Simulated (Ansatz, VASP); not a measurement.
# C in VASP and in Ansatz

INCAR

```
ALGO = Fast
EDIFF = 1E-6
ENCUT = 520
GGA = PE
ISIF = 2
ISMEAR = -1
LASPH = T
LCHARG = F
LREAL = F
LWAVE = F
NBANDS = 11
NELM = 60
PREC = Accurate
SIGMA = 0.05
```

The input KPOINTS:

```
k-points
0
Gamma
  13 13 8
```

POSCAR

```
C
1.0
    2.1698667133     -1.2528480888      0.0000000000
    2.1698667133      1.2528480888      0.0000000000
   -1.4066510235      0.0000000000      3.5028300786
C
2
Direct
    0.1666444700      0.1666444700      0.9999069600
    0.8333555300      0.8333555300      0.0000930400
```

File input.yaml:

```yaml
crystal:
  lattice:
    - [2.1698667133, -1.2528480888, 0.0]
    - [2.1698667133, 1.2528480888, 0.0]
    - [-1.4066510235, 0.0, 3.5028300786]
  atoms:
    - { symbol: C, position: [0.16664447, 0.16664447, 0.99990696] }
    - { symbol: C, position: [0.83335553, 0.83335553, 9.304e-05] }
hamiltonian:
  xc: pbe
  pseudopotentials: { kind: paw }
kpoints:
  mp_grid: { grid: [13, 13, 8] }
scf:
  occupations: { method: fermi_dirac, width: 0.05 }
output:
  forces: true
  stress: true
  eigenvalues: true
```

Change from the starting cell: strain = 0.02.

Alike in both runs: task single point; functional PBE; k mesh 13 × 13 × 8; occupations fermi-dirac, width 0.05 eV; no spin polarisation.

```csv
,VASP,Ansatz
version,VASP 6.6.1,Ansatz 0.2.0
potentials or method,"VASP PAW PBE potentials, release 64 (C)",Ansatz PAW
plane-wave cutoff (eV),520,420
valence electrons in the cell,8,8
```

Ansatz gave:

* gap on the k mesh at the Fermi level (eV): 0.84
* least direct gap on the mesh (eV): 0.85
* pressure (GPa): -11.0
* largest component of the traceless stress (GPa): 13.27

Task: Which values does VASP return?

Result: gap on the k mesh at the Fermi level (eV): 0.84; least direct gap on the mesh (eV): 0.85; pressure (GPa): -10.7; largest component of the traceless stress (GPa): 12.80.

Caveats: this functional lacks dispersion, which binds the layers, so the pressure and a relaxed spacing across them are unreliable; an odd mesh through Γ misses points on the zone boundary, where band edges often lie (VASP); odd divisions of the mesh miss points on the zone boundary, where band edges often lie, so the gap on the mesh can be too wide (Ansatz); the pressure holds a Pulay correction of +0.5 GPa for the finite cutoff (Ansatz).
